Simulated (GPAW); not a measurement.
# Pd (Fm-3m) in GPAW: further runs

One crystal, Pd, is run at these levels: PBE; tasks: equation of state.

Program: GPAW 26.7.0. These are calculated values, not measurements. Logs are shortened: lines on timing, memory, paths and dates and some standing lists are left out, and cuts for length are marked. The log counts tension as positive stress, the text compression.

### 1 The crystal as given

It takes space group Fm-3m (No. 225, cubic). The conventional cell has a = 3.893 Å, b = 3.893 Å, c = 3.893 Å, α = 90.00°, β = 90.00°, γ = 90.00°. Pd (site symmetry m-3m) is surrounded by 12 Pd at 2.75 Å.

### 2 Equation of state, PBE

run.py reads:

```python
from ase import Atoms
from ase.eos import EquationOfState
from ase.io import Trajectory
from ase.units import GPa
from gpaw import GPAW, PW, setup_paths

setup_paths.insert(0, '.')

atoms = Atoms(['Pd'],
              cell=[[0.0, 1.9465, 1.9465],
                    [1.9465, 0.0, 1.9465],
                    [1.9465, 1.9465, 0.0]],
              scaled_positions=[[0.0, 0.0, 0.0]],
              pbc=True)

traj = Trajectory('eos.traj', 'w')
volumes, energies = [], []
for x in [0.94, 0.96, 0.98, 1.0, 1.02, 1.04, 1.06]:
    a = atoms.copy()
    a.set_cell(atoms.cell * x**(1 / 3), scale_atoms=True)
    calc = GPAW(mode=PW(600),
                xc='PBE',
                kpts={'size': (12, 12, 12), 'gamma': True},
                occupations={'name': 'fermi-dirac', 'width': 0.05},
                nbands=17,
                convergence={'density': 1e-05, 'energy': 1e-05},
                maxiter=150,
                txt=f'eos-{x:.2f}.txt')
    a.calc = calc
    energies.append(a.get_potential_energy(force_consistent=True))
    volumes.append(a.get_volume())
    p = -a.get_stress()[:3].mean() / GPa
    calc.write(f'eos-{x:.2f}.gpw')
    traj.write(a)
    print(f'{x:.2f} {volumes[-1]:10.4f} A^3 {energies[-1]:14.6f} eV {p:9.3f} GPa', flush=True)

v0, e0, B = EquationOfState(volumes, energies, eos='birchmurnaghan').fit()
print(f'V0 = {v0:.4f} A^3, E0 = {e0:.6f} eV, B0 = {B / GPa:.2f} GPa')
```

Potentials or basis: PAW data sets generated in the run's folder for this functional, pw.

The run is started by

```bash
> gpaw-setup -f PBE Pd
> OMP_NUM_THREADS=1 python run.py
```

What it wrote:

```text
__  _  _
 | _ |_)|_||  |
 |__||  | ||/\| - 26.7.0

Input parameters:
  mode=PW(ecut=600.0),
  convergence={'density': 1e-05, 'energy': 1e-05},
  kpts=MonkhorstPack(size=(12, 12, 12), gamma=True),
  maxiter=150,
  nbands=17,
  occupations=Occupations(name='fermi-dirac', width=0.05),
  xc=XC(name='PBE')

Diagonalizing LCAO Hamiltonian
Converting LCAO to pw mode

       Pd

Atoms  # Å, Bohr magnetons
|   | symbol |        x |        y |        z |    initial magnetic moments |
|---|--------|----------|----------|----------|-----------------------------|
| 0 |     Pd | 0.000000 | 0.000000 | 0.000000 | ( 0.0000,  0.0000,  0.0000) |

Unit cell  # Å
| periodic |        x |        y |        z |  lengths |    angles |
|----------|----------|----------|----------|----------|-----------|
|      yes | 0.000000 | 1.906764 | 1.906764 | 2.696572 | 60.000000 |
|      yes | 1.906764 | 0.000000 | 1.906764 | 2.696572 | 60.000000 |
|      yes | 1.906764 | 1.906764 | 0.000000 | 2.696572 | 60.000000 |

Number of symmetries: 48
Symmetry operations  # r_c * U_cc + t_c -> r_c
|    | kind |            matrix            |
|----|------|------------------------------|
|  0 |  σ   |  1, 0, 0,  1, 0,-1,  1,-1, 0 |
|  1 |  C2  |  1, 0, 0,  1,-1, 0,  1, 0,-1 |
|  2 |  E   |  1, 0, 0,  0, 1, 0,  0, 0, 1 |
|  3 |  σ   |  1, 0, 0,  0, 0, 1,  0, 1, 0 |
|  4 |  C4  |  1, 0,-1,  1, 0, 0,  1,-1, 0 |
|  5 |  S6  |  1, 0,-1,  1,-1, 0,  1, 0, 0 |
|  6 |  σ   |  1, 0,-1,  0, 1,-1,  0, 0,-1 |
|  7 |  C3  |  1, 0,-1,  0, 0,-1,  0, 1,-1 |
|  8 |  S6  |  1,-1, 0,  1, 0, 0,  1, 0,-1 |
|  9 |  C4  |  1,-1, 0,  1, 0,-1,  1, 0, 0 |
| 10 |  C3  |  1,-1, 0,  0,-1, 1,  0,-1, 0 |
| 11 |  σ   |  1,-1, 0,  0,-1, 0,  0,-1, 1 |
| 12 |  σ   |  0, 1, 0,  1, 0, 0,  0, 0, 1 |
| 13 |  C4  |  0, 1, 0,  0, 1,-1, -1, 1, 0 |
| 14 |  C3  |  0, 1, 0,  0, 0, 1,  1, 0, 0 |
| 15 |  S6  |  0, 1, 0, -1, 1, 0,  0, 1,-1 |
| 16 |  C2  |  0, 1,-1,  1, 0,-1,  0, 0,-1 |
| 17 |  σ   |  0, 1,-1,  0, 1, 0, -1, 1, 0 |
| 18 |  S4  |  0, 1,-1,  0, 0,-1,  1, 0,-1 |
| 19 |  C4  |  0, 1,-1, -1, 1, 0,  0, 1, 0 |
| 20 |  C3  |  0, 0, 1,  1, 0, 0,  0, 1, 0 |
| 21 |  σ   |  0, 0, 1,  0, 1, 0,  1, 0, 0 |
| 22 |  S6  |  0, 0, 1,  0,-1, 1, -1, 0, 1 |
| 23 |  C4  |  0, 0, 1, -1, 0, 1,  0,-1, 1 |
| 24 |  S4  |  0, 0,-1,  1, 0,-1,  0, 1,-1 |
| 25 |  C3  |  0, 0,-1,  0, 1,-1,  1, 0,-1 |
| 26 |  C2  |  0, 0,-1,  0,-1, 0, -1, 0, 0 |
| 27 |  S6  |  0, 0,-1, -1, 0, 0,  0,-1, 0 |
| 28 |  S4  |  0,-1, 1,  1,-1, 0,  0,-1, 0 |
| 29 |  C4  |  0,-1, 1,  0, 0, 1, -1, 0, 1 |
| 30 |  C2  |  0,-1, 1,  0,-1, 0,  1,-1, 0 |
| 31 |  σ   |  0,-1, 1, -1, 0, 1,  0, 0, 1 |
| 32 |  C3  |  0,-1, 0,  1,-1, 0,  0,-1, 1 |
| 33 |  S6  |  0,-1, 0,  0, 0,-1, -1, 0, 0 |
| 34 |  S4  |  0,-1, 0,  0,-1, 1,  1,-1, 0 |
| 35 |  C2  |  0,-1, 0, -1, 0, 0,  0, 0,-1 |
| 36 |  C2  | -1, 1, 0,  0, 1, 0,  0, 1,-1 |
| 37 |  S6  | -1, 1, 0,  0, 1,-1,  0, 1, 0 |
| 38 |  S4  | -1, 1, 0, -1, 0, 1, -1, 0, 0 |
| 39 |  C3  | -1, 1, 0, -1, 0, 0, -1, 0, 1 |
| 40 |  S6  | -1, 0, 1,  0, 0, 1,  0,-1, 1 |
| 41 |  C2  | -1, 0, 1,  0,-1, 1,  0, 0, 1 |
| 42 |  C3  | -1, 0, 1, -1, 1, 0, -1, 0, 0 |
| 43 |  S4  | -1, 0, 1, -1, 0, 0, -1, 1, 0 |
| 44 |  C2  | -1, 0, 0,  0, 0,-1,  0,-1, 0 |
| 45 |  i   | -1, 0, 0,  0,-1, 0,  0, 0,-1 |
| 46 |  σ   | -1, 0, 0, -1, 1, 0, -1, 0, 1 |
| 47 |  C2  | -1, 0, 0, -1, 0, 1, -1, 1, 0 |

BZ-sampling:
  Number of BZ points: 1728
  Number of IBZ points: 72

  Monkhorst-Pack size: [12, 12, 12]
  Monkhorst-Pack shift: [0.041666666666666664, 0.041666666666666664, 0.041666666666666664]

K-points  # in reciprocal-cell coordinates
|     |                                coordinates |     weight |
|-----|--------------------------------------------|------------|
|   0 | ( -0.00000000,  -0.00000000,  -0.00000000) | 0.00057870 |
|   1 | (  0.08333333,   0.08333333,  -0.00000000) | 0.00347222 |
|   2 | (  0.08333333,   0.08333333,   0.08333333) | 0.00462963 |
|   3 | (  0.16666667,   0.08333333,   0.08333333) | 0.00694444 |
|   4 | (  0.16666667,   0.16666667,  -0.00000000) | 0.00347222 |
|   5 | (  0.16666667,   0.16666667,   0.08333333) | 0.01388889 |
|   6 | (  0.16666667,   0.16666667,   0.16666667) | 0.00462963 |
|   7 | (  0.25000000,   0.16666667,   0.08333333) | 0.01388889 |
|   8 | (  0.25000000,   0.16666667,   0.16666667) | 0.01388889 |
|   9 | (  0.25000000,   0.25000000,  -0.00000000) | 0.00347222 |
| ... |                                            |            |
|  71 | (  0.50000000,   0.50000000,   0.50000000) | 0.00231481 |

Plane wave coefficients: 477
Cutoff: 600.0 eV

Spin-components: 1 (collinear spins)
Bands:           17
Projectors:      6
Spin-degeneracy: 2
Datatype:        complex128

Parallelization:
  kpt:    1
  domain: 1
  band:   1

Density:
  Valence electrons: 16.0
  Components: 1
  Grid points: [16 16 16]
  Charge: 0.0  # |e|

Potential:
  Grid points: [16 16 16]

species:
  Pd:
    name:    Palladium
    Z:       46.0
    valence: 16
    core:    30
    charge:  0.0  # [|e|]
    compensation charges:
      type: gauss
      rc: 0.38  # [Å]
      lmax: 2
    cutoffs:
      filter: 2.38  # [Å]
      core: 2.28  # [Å]
    projectors
    | kind |    occ | energy [eV] | rcut [Å] |
    |------|--------|-------------|----------|
    |   5s |  0.000 |      -3.315 |    1.228 |
    |   4p |  6.000 |     -51.209 |    1.360 |
    |   5p |  0.000 |      -0.314 |    1.360 |
    |   4d | 10.000 |      -4.047 |    1.228 |
    |    s |        |      23.896 |    1.228 |
    |    d |        |      23.165 |    1.228 |

    Using partial waves for Pd as LCAO basis

Reference energy: -137227.491978  # eV

eigensolver:
  PPCG
  Converge bands: occupied
  niter=2

density mixing:
  MSR1-Mixer
  Pratt-step length: 0.05
  Maximum mixing coefficient: 0.75
  Old densities: 10
  SVD Regularization: 0.005
  Good broyden scale: 1.0
  Trust region scale: 1.0
  Backstep threshold: 4.0
  History deletion threshold: 6.0
  Fourier metric: weight=20.0, sigma=0.015

occupation numbers:
  Fermi-Dirac:
    width: 0.0500  # eV

poisson solver:
  ecut: 4800.0  # eV

xc functional:
  name: PBE with 2 nearest neighbor stencil

convergence criteria:
- Maximum integral of absolute [dens]ity change: 1e-05 electrons / valence electron
- Maximum [total energy] change in last 3 cyles: 1e-05 eV / valence electron
- Maximum integral of absolute [eigenst]ate change: 4e-08 eV^2 / valence electron
maximum number of iterations: 150

SCF iterations
|iter     | |      energy | eigst |  dens |
|---------|-|-------------|-------|-------|
|iter:   1| |   -4.730951 | -0.11 |       |
|iter:   2| |   -4.513079 | -2.59 | -1.00 |
|iter:   3| |   -3.806871 | -1.50 | -1.05 |
|iter:   4| |   -3.797422 | -3.42 | -2.02 |
|iter:   5| |   -3.794095 | -3.92 | -2.20 |
|iter:   6| |   -3.794097 | -6.62 | -3.62 |
|iter:   7| |   -3.794099c| -7.27 | -4.04 |
|iter:   8| |   -3.794099c| -8.58c| -5.19c|

Converged in 8 steps
Energy contributions relative to reference atoms: (reference = -137227.491978)

Energy contributions:
  Kinetic:           2.775852
  Coulomb:          -6.420244
  Zero:             -0.148302
  External:          0.000000
  Xc:                0.007563
  Entropy:          -0.017938
  Spinorbit:         0.000000
  ----------------------------
  Free energy:      -3.803068
  Extrapolated:     -3.794099

dipole moment: (-11.340955, -11.340955, -11.340955)  # |e|*Ang

Fermi level: 10.527
Eigenvalues  # (at kpt = [-0.000, -0.000, -0.000])
| band index |      eig [eV] | occ [0-2] |
|------------|---------------|-----------|
|          0 |       -39.282 |     2.000 |
|          1 |       -39.282 |     2.000 |
|          2 |       -39.282 |     2.000 |
|          3 |         2.936 |     2.000 |
|          4 |         7.412 |     2.000 |
|          5 |         7.412 |     2.000 |
[... 9 lines left out ...]
|         15 |        42.009 |     0.000 |
|         16 |        42.009 |     0.000 |

No gap
No difference between direct/indirect transitions

Stress tensor  # eV/Ang^3
|         x |         y |         z |
|-----------|-----------|-----------|
| -0.136664 |  0.000000 |  0.000000 |
|  0.000000 | -0.136664 | -0.000000 |
|  0.000000 | -0.000000 | -0.136664 |

# Writing to eos-0.94.gpw (mode='')
```

It took 40 s on 1 thread of Intel Xeon 6975P-C (Granite Rapids), shared host; peak memory 0.19 GiB.

What came out:

| Quantity | Value |
| --- | --- |
| Equilibrium volume | 15.31 Å³/atom |
| Bulk modulus | 168 GPa |
| Pressure derivative of the bulk modulus | 5.6 |

Energy against volume, from the lowest point:
```
volume (Å³/atom)  energy (meV/atom)
          13.865              88.57
          14.160              53.53
          14.455              28.26
          14.750              11.58
          15.045               2.45
          15.340               0.00
          15.635               3.45
```

### 3 Equation of state, PBE

run.py, as its differences from that of step 2:

```diff
@@ -24,3 +24,4 @@
                 occupations={'name': 'fermi-dirac', 'width': 0.05},
-                nbands=17,
+                setups={'Pd': 'jth'},
+                nbands=-9,
                 convergence={'density': 1e-05, 'energy': 1e-05},
```

Potentials or basis: JTH PAW 2.0, PBE, pw.

The run is started by

```bash
> OMP_NUM_THREADS=1 python run.py
```

What it wrote:

```text
__  _  _
 | _ |_)|_||  |
 |__||  | ||/\| - 26.7.0

Input parameters:
  mode=PW(ecut=600.0),
  convergence={'density': 1e-05, 'energy': 1e-05},
  kpts=MonkhorstPack(size=(12, 12, 12), gamma=True),
  maxiter=150,
  nbands=-9,
  occupations=Occupations(name='fermi-dirac', width=0.05),
  setups={'Pd': 'jth'},
  xc=XC(name='PBE')

Diagonalizing LCAO Hamiltonian
Converting LCAO to pw mode

       Pd

Atoms  # Å, Bohr magnetons
|   | symbol |        x |        y |        z |    initial magnetic moments |
|---|--------|----------|----------|----------|-----------------------------|
| 0 |     Pd | 0.000000 | 0.000000 | 0.000000 | ( 0.0000,  0.0000,  0.0000) |

Unit cell  # Å
| periodic |        x |        y |        z |  lengths |    angles |
|----------|----------|----------|----------|----------|-----------|
|      yes | 0.000000 | 1.906764 | 1.906764 | 2.696572 | 60.000000 |
|      yes | 1.906764 | 0.000000 | 1.906764 | 2.696572 | 60.000000 |
|      yes | 1.906764 | 1.906764 | 0.000000 | 2.696572 | 60.000000 |

Number of symmetries: 48
Symmetry operations  # r_c * U_cc + t_c -> r_c
|    | kind |            matrix            |
|----|------|------------------------------|
|  0 |  σ   |  1, 0, 0,  1, 0,-1,  1,-1, 0 |
|  1 |  C2  |  1, 0, 0,  1,-1, 0,  1, 0,-1 |
|  2 |  E   |  1, 0, 0,  0, 1, 0,  0, 0, 1 |
|  3 |  σ   |  1, 0, 0,  0, 0, 1,  0, 1, 0 |
|  4 |  C4  |  1, 0,-1,  1, 0, 0,  1,-1, 0 |
|  5 |  S6  |  1, 0,-1,  1,-1, 0,  1, 0, 0 |
|  6 |  σ   |  1, 0,-1,  0, 1,-1,  0, 0,-1 |
|  7 |  C3  |  1, 0,-1,  0, 0,-1,  0, 1,-1 |
|  8 |  S6  |  1,-1, 0,  1, 0, 0,  1, 0,-1 |
|  9 |  C4  |  1,-1, 0,  1, 0,-1,  1, 0, 0 |
| 10 |  C3  |  1,-1, 0,  0,-1, 1,  0,-1, 0 |
| 11 |  σ   |  1,-1, 0,  0,-1, 0,  0,-1, 1 |
| 12 |  σ   |  0, 1, 0,  1, 0, 0,  0, 0, 1 |
| 13 |  C4  |  0, 1, 0,  0, 1,-1, -1, 1, 0 |
| 14 |  C3  |  0, 1, 0,  0, 0, 1,  1, 0, 0 |
| 15 |  S6  |  0, 1, 0, -1, 1, 0,  0, 1,-1 |
| 16 |  C2  |  0, 1,-1,  1, 0,-1,  0, 0,-1 |
| 17 |  σ   |  0, 1,-1,  0, 1, 0, -1, 1, 0 |
| 18 |  S4  |  0, 1,-1,  0, 0,-1,  1, 0,-1 |
| 19 |  C4  |  0, 1,-1, -1, 1, 0,  0, 1, 0 |
| 20 |  C3  |  0, 0, 1,  1, 0, 0,  0, 1, 0 |
| 21 |  σ   |  0, 0, 1,  0, 1, 0,  1, 0, 0 |
| 22 |  S6  |  0, 0, 1,  0,-1, 1, -1, 0, 1 |
| 23 |  C4  |  0, 0, 1, -1, 0, 1,  0,-1, 1 |
| 24 |  S4  |  0, 0,-1,  1, 0,-1,  0, 1,-1 |
| 25 |  C3  |  0, 0,-1,  0, 1,-1,  1, 0,-1 |
| 26 |  C2  |  0, 0,-1,  0,-1, 0, -1, 0, 0 |
| 27 |  S6  |  0, 0,-1, -1, 0, 0,  0,-1, 0 |
| 28 |  S4  |  0,-1, 1,  1,-1, 0,  0,-1, 0 |
| 29 |  C4  |  0,-1, 1,  0, 0, 1, -1, 0, 1 |
| 30 |  C2  |  0,-1, 1,  0,-1, 0,  1,-1, 0 |
| 31 |  σ   |  0,-1, 1, -1, 0, 1,  0, 0, 1 |
[... 72 lines left out ...]
      rc: 1.33  # [Å]
      lmax: 2
    cutoffs:
      filter: 1.33  # [Å]
      core: 1.19  # [Å]
    projectors
    | kind |    occ | energy [eV] | rcut [Å] |
    |------|--------|-------------|----------|
    |   4s |  2.000 |     -88.717 |    1.329 |
    |   5s |  1.000 |      -4.355 |    1.329 |
    |   4p |  6.000 |     -54.468 |    1.329 |
    |    p |        |      27.211 |    1.329 |
    |   4d |  9.000 |      -6.687 |    1.112 |
    |    d |        |      27.211 |    1.112 |

    Using partial waves for Pd as LCAO basis

Reference energy: -137304.199002  # eV

eigensolver:
  PPCG
  Converge bands: occupied
  niter=2

density mixing:
  MSR1-Mixer
  Pratt-step length: 0.05
  Maximum mixing coefficient: 0.75
  Old densities: 10
  SVD Regularization: 0.005
  Good broyden scale: 1.0
  Trust region scale: 1.0
  Backstep threshold: 4.0
  History deletion threshold: 6.0
  Fourier metric: weight=20.0, sigma=0.015

occupation numbers:
  Fermi-Dirac:
    width: 0.0500  # eV

poisson solver:
  ecut: 4800.0  # eV

xc functional:
  name: PBE with 2 nearest neighbor stencil

convergence criteria:
- Maximum integral of absolute [dens]ity change: 1e-05 electrons / valence electron
- Maximum [total energy] change in last 3 cyles: 1e-05 eV / valence electron
- Maximum integral of absolute [eigenst]ate change: 4e-08 eV^2 / valence electron
maximum number of iterations: 150

SCF iterations
|iter     | |      energy | eigst |  dens |
|---------|-|-------------|-------|-------|
|iter:   1| |   -5.266051 | -0.13 |       |
|iter:   2| |   -5.316745 | -1.06 | -1.36 |
|iter:   3| |   -5.718978 | -0.59 | -1.38 |
|iter:   4| |   -5.120997 | -1.10 | -1.23 |
|iter:   5| |   -5.115971 | -2.78 | -2.06 |
|iter:   6| |   -5.115730 | -3.53 | -2.71 |
|iter:   7| |   -5.115744 | -5.01 | -3.55 |
|iter:   8| |   -5.115745c| -5.69 | -4.26 |
|iter:   9| |   -5.115745c| -6.79 | -4.57 |
|iter:  10| |   -5.115745c| -7.39 | -5.29c|
|iter:  11| |   -5.115745c| -8.22c| -5.99c|

Converged in 11 steps
Energy contributions relative to reference atoms: (reference = -137304.199002)

Energy contributions:
  Kinetic:          15.043750
  Coulomb:         -15.057182
  Zero:              0.043020
  External:          0.000000
  Xc:               -5.136302
  Entropy:          -0.018061
  Spinorbit:         0.000000
  ----------------------------
  Free energy:      -5.124775
  Extrapolated:     -5.115745

dipole moment: (-17.890064, -17.890064, -17.890064)  # |e|*Ang

Fermi level: 5.944
Eigenvalues  # (at kpt = [-0.000, -0.000, -0.000])
| band index |      eig [eV] | occ [0-2] |
|------------|---------------|-----------|
|          0 |       -78.396 |     2.000 |
|        ... |               |           |
|          2 |       -43.846 |     2.000 |
|          3 |       -43.846 |     2.000 |
|          4 |        -1.706 |     2.000 |
|          5 |         2.821 |     2.000 |
|          6 |         2.821 |     2.000 |
|          7 |         2.821 |     2.000 |
[... 8 lines left out ...]
|         16 |        37.494 |     0.000 |
|         17 |        37.494 |     0.000 |

No gap
No difference between direct/indirect transitions

Stress tensor  # eV/Ang^3
|         x |         y |         z |
|-----------|-----------|-----------|
| -0.132440 |  0.000000 | -0.000000 |
|  0.000000 | -0.132440 | -0.000000 |
| -0.000000 | -0.000000 | -0.132440 |

# Writing to eos-0.94.gpw (mode='')
```

It took 50 s on 1 thread of Intel Xeon 6975P-C (Granite Rapids), shared host; peak memory 0.2 GiB.

Results:

```
Equilibrium volume                      : 15.28 Å³/atom
Bulk modulus                            : 166 GPa
Pressure derivative of the bulk modulus : 5.7 (rough: it moves with the points fitted)
```

Energy against volume, from the lowest point:
```
volume (Å³/atom)  energy (meV/atom)
          13.865              84.79
          14.160              50.73
          14.455              26.15
          14.750              10.35
          15.045               1.66
          15.340               0.00
          15.635               3.74
```

Caveat: the program truncates these outside data sets. PBE usually gives volumes a little too large and moduli too small.

### 4 Equation of state, PBE

run.py, as its differences from that of step 3:

```diff
@@ -20,3 +20,3 @@
     a.set_cell(atoms.cell * x**(1 / 3), scale_atoms=True)
-    calc = GPAW(mode=PW(600),
+    calc = GPAW(mode=PW(1100),
                 xc='PBE',
@@ -24,3 +24,3 @@
                 occupations={'name': 'fermi-dirac', 'width': 0.05},
-                setups={'Pd': 'jth'},
+                setups='sg15',
                 nbands=-9,
```

Potentials or basis: SG15 ONCV 1.2, pw.

The run is started by

```bash
> OMP_NUM_THREADS=1 python run.py
```

Run time: 1.9 min. Hardware: 1 thread of Intel Xeon 6975P-C (Granite Rapids), shared host; peak memory 0.32 GiB.

Results (log left out):

```
Equilibrium volume                      : 15.33 Å³/atom
Bulk modulus                            : 161 GPa
Pressure derivative of the bulk modulus : 6.4 (rough: it moves with the points fitted)
```

Energy against volume, from the lowest point:
| volume (Å³/atom) | energy (meV/atom) |
| --- | --- |
| 13.865 | 90.57 |
| 14.160 | 54.97 |
| 14.455 | 29.11 |
| 14.750 | 12.59 |
| 15.045 | 2.94 |
| 15.340 | 0.00 |
| 15.635 | 3.03 |

PBE usually gives volumes a little too large and moduli too small. Zero-point motion and thermal expansion aren't in these numbers.

### 5 Summary

| potentials or basis | cutoff (eV) | data set | V0 of scaled cells (Å³/atom) | B0 (GPa) |
| --- | --- | --- | --- | --- |
| PAW data sets generated in the run's folder for this functional, pw | 600 | - | 15.31 | 168 |
| JTH PAW 2.0, PBE, pw | 600 | Pd jth | 15.28 | 166 |
| SG15 ONCV 1.2, pw | 1100 | - | 15.33 | 161 |

Alike in all rows: task equation of state; level PBE; no spin polarisation; cell as given; k mesh 12 × 12 × 12; smearing fermi-dirac 0.05 eV.

Caveats: the program truncates these outside data sets (some runs).

Absolute energies hang on the potentials; compare differences alone.
